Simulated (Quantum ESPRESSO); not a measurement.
CuO: zone-centre phonons under several settings

```
CELL_PARAMETERS angstrom
2.83633 0.00000 0.00000
-1.41816 2.45633 0.00000
0.00000 0.00000 2.76811
ATOMIC_POSITIONS crystal
Cu 0.00000 0.00000 0.00000
O 0.66667 0.33333 0.50000
```

Measurements of this composition are mostly on another form, of space group No. 15.

All runs used Quantum ESPRESSO 7.5; k mesh 8 × 8 × 7; relaxed cell; no spin polarisation; cutoff 762 eV; occupations cold, width 0.2 eV.

| level | potentials | volume (Å³/atom) | pressure (GPa) | lowest optical mode without the field (cm⁻¹) | highest optical mode without the field (cm⁻¹) |
| --- | --- | --- | --- | --- | --- |
| LDA | GBRV 1.5 LDA | 8.91 | -0.3 | 194i | 334 |
| PBE | GBRV 1.5 PBE | 9.71 | 0.0 | 211i | 282 |
| PBEsol | GBRV 1.5 PBEsol | ? | -0.2 | ? | ? |
| AM05 | GBRV 1.5 PBE | 9.25 | -0.2 | 202i | 310 |
| BLYP | GBRV 1.5 PBE | 10.17 | 0.2 | 222i | 249 |
| RPBE | GBRV 1.5 PBE | 10.02 | 0.2 | 218i | 261 |
| vdW-DF-cx | GBRV 1.5 PBE | 9.30 | -0.2 | 197i | 323 |

Task: What stands in the row left open?

Result: Volume 9.23 Å³/atom; lowest optical mode without the field 198i cm⁻¹; highest optical mode without the field 314 cm⁻¹.

Values marked i are imaginary: the cell is unstable against those modes at that level, or the meshes are too thin.

Caveats: the mesh is thin for the phonons of a metal; some modes are imaginary; an odd number of electrons without spin polarisation forces a metal; a magnetic or distorted state may lie lower; the run has no spin polarisation, though such a crystal can be magnetic; the potentials were made for another functional, which shifts forces and pressure (some runs).

For the row left open. Caveat: the k mesh is coarse; the mesh is thin for the phonons of a metal; some modes are imaginary; an odd number of electrons without spin polarisation forces a metal; a magnetic or distorted state may lie lower; the run has no spin polarisation, though such a crystal can be magnetic.
